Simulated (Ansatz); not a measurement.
## How many bands does the GW gap of SnTe (puckered layers in the stacking of the orthorhombic crystal) need?

Wanted: a G0W0 gap for SnTe (puckered layers in the stacking of the orthorhombic crystal) that is converged in bands and cutoff, or an estimate of the limit.

Program: Ansatz 0.2.0. Level of theory: G0W0 on PBE, plane waves, PAW; PAW set soft_1. Results are calculated unless marked as measured.

## Step 1: Set-up

The cell holds 4 atoms: 2 Sn and 2 Te. Cell: a = 4.671 Å, b = 4.545 Å, c = 29.400 Å, α = 90.0°, β = 90.0°, γ = 90.0°. Vacuum lies along c.

The structure was relaxed with PBE-D3(BJ). The runs that relaxed it are not among those shown. Spin-orbit coupling is left out unless a step names it. The Coulomb interaction is cut off across the vacuum.

## Step 2: 331 empty bands, screening to 38 eV

Now the one-shot GW correction: screening in the RPA, then the self-energy of the levels asked for. This step takes PAW set soft_1 files.

Contents of input.yaml:

```yaml
crystal:
  lattice:
    - [4.6712448438, 0.0, 0.0]
    - [0.0, 4.5447962522, 0.0]
    - [0.0, 0.0, 29.4]
  atoms:
    - { symbol: Sn, position: [0.0811303308, 0.25, 0.4534961932] }
    - { symbol: Sn, position: [0.5811303308, 0.75, 0.5465038068] }
    - { symbol: Te, position: [0.5288696692, 0.75, 0.447203926] }
    - { symbol: Te, position: [0.0288696692, 0.25, 0.552796074] }
  periodic: [true, true, false]
kpoints:
  mp_grid: { grid: [4, 4, 1] }
hamiltonian:
  xc: pbe
  pseudopotentials: { kind: paw, azcp: { folder: soft_1 } }
scf:
  occupations: { method: fixed }
gw:
  n_empty_bands: 331
  ecut_chi: 38
  qp_bands: [v2, c2]
  qp_kpoints: band_edges
  screening: { model: contour_deformation }
```

Launch:

```console
ansatz run input.yaml --threads 3 --pin off --max-ram 92160MiB --backend cuda --events-out ev --progress --plain --runs-dir out --devices 1 --max-vram 13GiB
```

Numbers of over 12 decimals in the logs are rounded to 6 here.

Log:

```text
GPUs: using 1 of 1 available (devices: 1).
Engine: ansatz 0.2.0, x86_64-unknown-linux-gnu
Pseudopotentials: kind: paw
Pseudopotential: Sn, paw, valence charge 14, recommended cutoff 420 eV (normal), soft_1/Sn.paw.azcp
Pseudopotential: Te, paw, valence charge 16, recommended cutoff 420 eV (normal), soft_1/Te.paw.azcp
Functional definition: PBE
  parameter kappa = 0.804
  parameter beta = 0.066725
  exchange = pbe_x(kappa = kappa, mu = beta*pi^2/3)
  correlation = pbe_c(beta = beta)
device memory: the entry about to start is reckoned to put 4.5 GiB on a device that reports 34.8 GiB free (of which the cap on the GPU budget leaves the run 13.0 GiB)
GPU FFT provider: cuFFT
GPU libraries: cuBLAS 13.8.2, cuFFT 12.4.0, cuSOLVER 12.3.4
Crystal: 4 atoms, lattice volume = 624.158 Å³
Basis set: ecut = 420 eV, 12183 PW (Γ)
Bands: 36, of which v1, the nominal top of the filled ones, is band 30 counted from 1 (29 counted from 0)
Symmetry: 4 space group operations
Space group: Pmn21 (ITA 31), of the structure as read, at distance tolerance 8.5e-5 Å
k-points: 9 of 16 (time reversal used)
Non-local potential: Sn, projectors of the file, l = 0: 2, l = 1: 2, l = 2: 2, l = 3: 1
Non-local potential: Te, projectors of the file, l = 0: 2, l = 1: 2, l = 2: 2, l = 3: 1
PAW form: soft (Blöchl's): semilocal exchange-correlation on the pseudo side does not see the compensation charge
PAW one-centre angular grid: Sn, 590 points (default); XC on 64 Gauss nodes
PAW one-centre angular grid: Te, 590 points (default); XC on 64 Gauss nodes
Initial density: superposition of atomic densities (neutral atoms: chi_scale 0, normalization atom)
Initial wavefunctions: pseudopotential atomic-orbital guess
GPU buffer pool allocated for 204800 grid points (all kernels)
GPU transforms: local potential and band sums: pruned to the plane-wave sphere, on 32×32×200
Functional: x = pbe(κ = 0.804, μ = 0.219515), c = pbe(β = 0.066725)
iter 1 solved again at ethr=1.30e-3 eV; its pass at ethr=3.10e-3 eV (dr2=7.79e-1 eV) is discarded
SCF iter   1: F=—  HF=-26009.792743 eV  |F-HF|=—  |Δ(HF+E_count)|=         —  Δρ=7.57e-3  dr2=7.79e-1  ethr=1.30e-3  ⟨swp⟩=2.0  Hψ=1815  notcnv=0  defer=32
preconditioner: auto → Resta (q_TF=auto, 1.847 Å⁻¹)  ε∞=1.8  [insulator: Δε(μ)=1.551 eV  Ē_g=7.661 eV  n_scr=60 (ndim 8)  ℏωp=6.6 eV  f_vac=0.739  ε∞_Penn≈1.8  vacuum switching on, ρ_ref=4.3e-3 e/Å³]
SCF iter   2: F=—  HF=-26009.615790 eV  |F-HF|=—  |Δ(HF+E_count)|=   1.77e-1  Δρ=3.46e-3  dr2=7.55e-2  ethr=1.30e-3  ⟨swp⟩=3.4  Hψ=466  notcnv=0  defer=36
SCF iter   3: F=—  HF=-26009.611664 eV  |F-HF|=—  |Δ(HF+E_count)|=   4.13e-3  Δρ=1.52e-3  dr2=1.62e-2  ethr=1.26e-4  ⟨swp⟩=3.9  Hψ=787  notcnv=0  defer=36
SCF iter   4: F=—  HF=-26009.612391 eV  |F-HF|=—  |Δ(HF+E_count)|=   7.27e-4  Δρ=2.53e-4  dr2=5.11e-4  ethr=2.70e-5  ⟨swp⟩=3.1  Hψ=452  notcnv=0  defer=36
SCF iter   5: F=—  HF=-26009.612459 eV  |F-HF|=—  |Δ(HF+E_count)|=   6.82e-5  Δρ=6.72e-5  dr2=4.70e-5  ethr=8.52e-7  ⟨swp⟩=3.9  Hψ=651  notcnv=0  defer=36
SCF iter   6: F=—  HF=-26009.612468 eV  |F-HF|=—  |Δ(HF+E_count)|=   8.85e-6  Δρ=2.37e-5  dr2=8.65e-6  ethr=7.83e-8  ⟨swp⟩=3.8  Hψ=670  notcnv=0  defer=36
SCF iter   7: F=—  HF=-26009.612467 eV  |F-HF|=—  |Δ(HF+E_count)|=   6.87e-7  Δρ=9.08e-6  dr2=8.93e-7  ethr=1.44e-8  ⟨swp⟩=3.3  Hψ=640  notcnv=0  defer=36
SCF iter   8: F=-26009.612467 eV  HF=-26009.612467 eV  |F-HF|=1.14e-8  |Δ(HF+E_count)|=   1.39e-9  Δρ=2.26e-6  dr2=3.52e-8  ethr=1.67e-10  ⟨swp⟩=21.8  Hψ=1855  notcnv=0
SCF 1 converged in 8 iterations: F = -26009.612467 eV  dr2 = 3.52e-8
  greatest PAW one-centre occupation: 0.998 electrons in one spin orbital (limit 2), on the Te atom at site 2 (counted from 0), in its partial waves of l = 2
device memory: the entry about to start is reckoned to put 6.0 GiB (of the 6.0 GiB reckoned in all, the device holds 0.1 GiB already) on a device that reports 34.5 GiB free (of which the cap on the GPU budget leaves the run 12.9 GiB)
NSCF: frozen V_eff on 9 k-points
the band table was solved once the SCF had ended and its energy, with any forces and stress, was formed, with the checks that follow a solve (1828 applications of the Hamiltonian). They found nothing against the state; the energy, forces and stress were not computed again (output.eigenvalues in the input reference)
device memory: the entry about to start is reckoned to put 7.6 GiB on a device that reports 34.8 GiB free (of which the cap on the GPU budget leaves the run 13.0 GiB)
NSCF: frozen V_eff on 9 k-points
G₀W₀ screening: q 1/9
[... further progress lines ...]
SCF converged after 8 iterations
Free energy (F): -26009.612467 eV
Harris-Foulkes:  -26009.612467 eV  (|F-HF|=1.14e-8)
Internal energy: -26009.612467 eV  (E = F + TS)
E sigma→0 (E₀):  -26009.612467 eV
Fermi energy:    -4.592356 eV
--- Per-component energies (eV) ---
  E_band       = -1508.566924
  E_kinetic    = 674.273570
  E_local      = -91037.132695  (includes V_loc(G=0)·N_el)
  E_nonlocal   = 422.045863
  E_hartree    = 45114.649097
  E_xc         = -494.291815
  E_vxc        = -360.654581  (∫ρ·V_xc dr)
  E_paw        = -18079.423771  (= ΣΔE_a)
  E_vpaw       = -1436.397634  (= ΣTr[D̂ρ^β])
  E_aug_tail   = 0.000765  (compensation charges beyond the density's cutoff)
  E_ewald      = 37390.266520
  E_smearing   = -0.000000  (= −TS)
  E_closure    = 0.000000  (closes the sum)
  Σ components = -26009.612467   (vs F -26009.612467, Δ=0.00e0)
--- Band table (eV; the first three rows and the last of 9) ---
  k-point 0: bands = [... 26 lower, -7.0388, -5.9637, -5.9401, -5.1025, -2.8503, -1.5323 (-1.5322°), -0.9850 (-0.9850°), -0.6820 (-0.6820°), ... 2 higher]
  k-point 1: bands = [... 26 lower, -6.4545, -5.7471, -5.2801, -4.9970, -2.8430, -2.4215, -2.1944, -1.4362 (-1.4362°), ... 2 higher]
  k-point 2: bands = [... 26 lower, -5.7902, -5.7902, -4.7581, -4.7581, -3.0856, -3.0856, -2.9467, -2.9467, ... 2 higher]
  k-point 8: bands = [... 26 lower, -7.4440, -7.4440, -5.9876, -5.9876, -1.5829, -1.5829, -0.4036, -0.4036, ... 2 higher]
  ° read free of the cell's end (the report's vacuum.weakly_bound_levels)
--- G₀W₀: contour deformation, 6 samples at zero and on the imaginary axis and 1 off it, 16 q-points, 331 empty bands' worth ---
  eigenvalues of the whole cell's RPA ε∞ on this k-mesh (on a slab, of 1 + 4πα/V) = 1.1900, 5.9597, 6.1881; static W/v taken at q = 0 is 0.382267
  bands read: the sum over 361 bands ends inside a degenerate multiplet in 5 slots, whose members it reads at an even weight; the widest, k=2: bands 361 to 362 (counted from 1) at 1/2 each
  gw.qp_kpoints: band_edges: 6 of 9 stored k-points solved, in 1 pass; an edge of the gap read off the rows below is read off those points alone
    valence top: of the k-points left out ik 7 came nearest to being solved in a further pass, in band 29 (counted from 1, as in the quasiparticle table): it holds the edge there only if its correction is more favourable than any solved in that band by at least 1.165 eV; those differ by 0.132 eV
    conduction bottom: of the k-points left out ik 5 came nearest to being solved in a further pass, in band 32 (counted from 1, as in the quasiparticle table): it holds the edge there only if its correction is more favourable than any solved in that band by at least 1.012 eV; those differ by 0.243 eV
    ik  band        ε_KS         Σx   Σc(E_QP)       V_xc       Z   E_QP_lin       E_QP  E_QP is
     0    29     -5.9401   -14.9905     1.9263   -12.9538  0.6751    -6.0512    -6.0504  root
     0    30     -5.1025   -14.8911     1.5825   -13.2065  0.6949    -5.2050    -5.2045  root
     0    31     -2.8503    -6.1125    -3.0265    -9.4432  0.7153    -2.5414    -2.5460  root
     0    32     -1.5323    -5.8389    -3.5099    -9.5500  0.7132    -1.3297    -1.3310  root
     1    29     -5.2801   -14.6541     1.5106   -13.0305  0.6914    -5.3937    -5.3931  root
     1    30     -4.9970   -14.2521     0.9867   -13.2458  0.6994    -5.0166    -5.0166  root
     1    31     -2.8430    -5.9432    -3.0664    -9.3090  0.7170    -2.5392    -2.5436  root
     1    32     -2.4215    -8.3239    -3.1335   -11.9021  0.7052    -1.9666    -1.9769  root
     2    29     -4.7581   -13.4520     0.6486   -12.7732  0.7040    -4.7883    -4.7883  root
     2    30     -4.7581   -13.4520     0.6486   -12.7732  0.7040    -4.7883    -4.7883  root
     2    31     -3.0856    -8.8371    -2.7168   -11.9551  0.7112    -2.6769    -2.6844  root
     2    32     -3.0856    -8.8371    -2.7168   -11.9551  0.7112    -2.6769    -2.6844  root
     3    29     -5.3369   -14.6105     1.5024   -12.9968  0.6905    -5.4487    -5.4481  root
     3    30     -4.9098   -14.3203     0.9078   -13.4240  0.7007    -4.8983    -4.8983  root
     3    31     -2.8310    -5.9094    -3.0505    -9.2523  0.7173    -2.5344    -2.5386  root
     3    32     -2.3879    -8.4602    -3.0614   -11.9571  0.7051    -1.9425    -1.9523  root
     4    29     -5.4872   -13.6834     1.1181   -12.4650  0.6891    -5.5881    -5.5875  root
     4    30     -4.6304   -14.7894     1.0744   -13.7123  0.7021    -4.6331    -4.6331  root
     4    31     -3.0120    -8.0873    -2.9983   -11.5024  0.7089    -2.5866    -2.5953  root
     4    32     -2.5313    -6.2534    -3.1015    -9.6793  0.7107    -2.2014    -2.2069  root
     6    29     -4.5924   -13.3606     0.4418   -12.9374  0.7074    -4.5738    -4.5738  root
     6    30     -4.5924   -13.3606     0.4418   -12.9374  0.7074    -4.5738    -4.5738  root
     6    31     -3.0144    -9.4383    -2.5764   -12.4413  0.7103    -2.5793    -2.5879  root
     6    32     -3.0144    -9.4383    -2.5764   -12.4413  0.7103    -2.5793    -2.5879  root
```

It took 39 s on 1 × NVIDIA H100 80GB HBM3 (shared by 6 runs) with 3 threads of AMD EPYC 7R13 (Zen 3), shared host; peak memory 2.1 GiB.

The column dr2 measures how far the density is from self-consistency, as an energy; F and HF (Harris–Foulkes) agree once it is small.

Numbers from this step:

```yaml
bands_summed: 361
plane_waves_in_the_screening_matrix: 353
q_points_in_the_mesh: 16
g0w0_gap_on_the_mesh: 1.889 eV
k_of_the_valence_top: -0.5, 0, 0
k_of_the_conduction_bottom: 0, -0.5, 0
starting_gap_on_the_mesh: 1.507 eV
z_at_the_valence_top: 0.7074
z_at_the_conduction_bottom: 0.7112
least_direct_g0w0_gap_on_the_computed_points: 1.986 eV
```

The gap on the mesh goes from 1.51 eV to 1.89 eV, a correction of +0.38 eV. Between the two edge states, bare exchange in place of the xc potential would open the gap by 3.54 eV, and correlation takes back 3.16 eV.

## Step 3: 830 empty bands, screening to 70 eV

Another rung: the empty bands reach about as high as the screening cutoff, so the two stay in balance.

input.yaml, as its differences from that of step 2:

```diff
@@ -18,5 +18,6 @@
   occupations: { method: fixed }
+  convergence: { dr2_threshold: 1.0e-10 }
 gw:
-  n_empty_bands: 331
-  ecut_chi: 38
+  n_empty_bands: 830
+  ecut_chi: 70.0
   qp_bands: [v2, c2]
```

Log:

```text
GPUs: using 1 of 1 available (devices: 1).
[...]
GPU FFT provider: cuFFT
GPU libraries: cuBLAS 13.8.2, cuFFT 12.4.0, cuSOLVER 12.3.4
Crystal: 4 atoms, lattice volume = 624.158 Å³
Basis set: ecut = 420 eV, 12183 PW (Γ)
Bands: 36, of which v1, the nominal top of the filled ones, is band 30 counted from 1 (29 counted from 0)
[... 1 set-up line as in the run before ...]
[...]
k-points: 9 of 16 (time reversal used)
[...]
GPU buffer pool allocated for 204800 grid points (all kernels)
[...]
SCF iter  11: F=-26009.612467 eV  HF=-26009.612467 eV  |F-HF|=9.82e-11  |Δ(HF+E_count)|=  7.28e-11  Δρ=2.51e-8  dr2=4.49e-12  ethr=1.00e-12  ⟨swp⟩=20.8  Hψ=1610  notcnv=0
SCF 1 converged in 11 iterations: F = -26009.612467 eV  dr2 = 4.49e-12
[...]
NSCF: frozen V_eff on 9 k-points
[...]
G₀W₀ screening: q 1/9
[... further progress lines ...]
SCF converged after 11 iterations
Free energy (F): -26009.612467 eV
[...]
Internal energy: -26009.612467 eV  (E = F + TS)
E sigma→0 (E₀):  -26009.612467 eV
Fermi energy:    -4.592206 eV
[...]
--- Band table (eV; the first three rows and the last of 9) ---
  k-point 0: bands = [... 26 lower, -7.0386, -5.9635, -5.9399, -5.1023, -2.8501, -1.5321 (-1.5321°), -0.9848 (-0.9848°), -0.6819 (-0.6819°), ... 2 higher]
  k-point 1: bands = [... 26 lower, -6.4544, -5.7469, -5.2800, -4.9969, -2.8428, -2.4214, -2.1943, -1.4360 (-1.4360°), ... 2 higher]
  k-point 2: bands = [... 26 lower, -5.7901, -5.7901, -4.7580, -4.7580, -3.0855, -3.0855, -2.9465, -2.9465, ... 2 higher]
  k-point 8: bands = [... 26 lower, -7.4439, -7.4439, -5.9875, -5.9875, -1.5827, -1.5827, -0.4034, -0.4034, ... 2 higher]
  ° read free of the cell's end (the report's vacuum.weakly_bound_levels)
[...]
0    29     -5.9399   -14.9905     1.6629   -12.9538  0.6714    -6.3210    -6.3137  root
     0    30     -5.1023   -14.8911     1.3013   -13.2065  0.6909    -5.4931    -5.4854  root
     0    31     -2.8501    -6.1125    -3.2051    -9.4433  0.7139    -2.7237    -2.7244  root
     0    32     -1.5321    -5.8389    -3.6502    -9.5500  0.7127    -1.4712    -1.4711  root
     1    29     -5.2800   -14.6541     1.2350   -13.0306  0.6880    -5.6766    -5.6685  root
     1    30     -4.9969   -14.2522     0.6912   -13.2458  0.6962    -5.3165    -5.3119  root
     1    31     -2.8428    -5.9432    -3.2313    -9.3090  0.7158    -2.7075    -2.7083  root
     1    32     -2.4214    -8.3239    -3.3711   -11.9021  0.7032    -2.2123    -2.2143  root
[...]
6    29     -4.5922   -13.3606     0.1553   -12.9374  0.7047    -4.8631    -4.8601  root
     6    30     -4.5922   -13.3606     0.1553   -12.9374  0.7047    -4.8631    -4.8601  root
     6    31     -3.0143    -9.4383    -2.8346   -12.4414  0.7079    -2.8446    -2.8458  root
     6    32     -3.0143    -9.4383    -2.8346   -12.4414  0.7079    -2.8446    -2.8458  root
```

It took 39 s on 1 × NVIDIA H100 80GB HBM3 (shared by 6 runs) with 3 threads; peak memory 3.6 GiB.

Numbers from this step:

```
bands summed                                 : 860
plane waves in the screening matrix          : 809
q-points in the mesh                         : 16
G0W0 gap on the mesh                         : 1.942 eV
k of the valence top                         : -0.5, 0, 0
k of the conduction bottom                   : 0, -0.5, 0
starting gap on the mesh                     : 1.507 eV
Z at the valence top                         : 0.7047
Z at the conduction bottom                   : 0.7093
least direct G0W0 gap on the computed points : 2.014 eV
```

Against the run with 4×4×1 mesh, 331 empty bands, screening to 38 eV, PAW set soft_1 files, the gap moves by +0.05 eV.

## Step 4: Side by side

Times are wall times on 1 × NVIDIA H100 80GB HBM3 (shared by 6 runs) with 3 threads of AMD EPYC 7R13 (Zen 3), shared host, good to a factor of about two.

```csv
mesh,files,frequency,bands summed,cutoff (eV),start (eV),G0W0 (eV),time,host memory (GiB)
4×4×1,PAW set soft_1,contour deformation,361,38,1.507,1.889,39 s,2.1
4×4×1,PAW set soft_1,contour deformation,860,70,1.507,1.942,39 s,3.6
```

The parts of the quasiparticle energy at the two band edges (eV; QP = start + Σx + Σc − Vxc):

```csv
run,edge,start,Σx,Σc,Vxc,Z,QP
361 bands,valence top,-4.59,-13.36,0.44,-12.94,0.71,-4.57
361 bands,conduction bottom,-3.09,-8.84,-2.72,-11.96,0.71,-2.68
860 bands,valence top,-4.59,-13.36,0.16,-12.94,0.70,-4.86
860 bands,conduction bottom,-3.09,-8.84,-2.95,-11.96,0.71,-2.92
```

## Step 5: Outcome

| Property | Result |
| --- | --- |
| 361 bands, 38 eV | 1.889 eV |
| 860 bands, 70 eV | 1.942 eV |
| estimated limit in bands and cutoff | 1.98 eV |
| mesh and start | 4×4×1, PBE |

In words: A line in one over the bands through the two rungs gives 1.98 eV, +0.04 eV from the top rung; with two points alone it is an unchecked estimate. The rungs stand 0.09 eV (361 bands) and 0.04 eV (860 bands) from it. From 361 to 860 bands the gap moves by +0.05 eV. Σc changes by −0.29 eV at the valence top and −0.23 eV at the conduction bottom, so the levels themselves move more than the gap between them. The 4×4×1 mesh misses a band edge: over a band path and its finer mesh (run apart) the PBE gap is 0.85 eV, so the G0W0 gap over the zone may lie about 0.66 eV below its value on the mesh. The mesh in the plane is coarse for a sheet; gap and any exciton binding can still move on denser ones. The many-body steps are scalar-relativistic: spin-orbit coupling is not in them.

[Paths, hosts, dates, memory and timing lines, banners, echoed tables and standing remarks are left out of the program output.]

[Logs are printed without paths, hosts, clocks, repeated set-up lines and the standing remarks that a program may print on its own settings, such as how far it seeks lower states.]

[Runs of the session that timed out or met a known fault of the program may be left out.]

[Cells called generated may have been cut or substituted from an entry of the Crystallography Open Database or the Materials Project.]

[Hosts, paths, dates, database ids (printed as entryN), source tags and the programs' standing remarks are cut or masked in the printed files.]
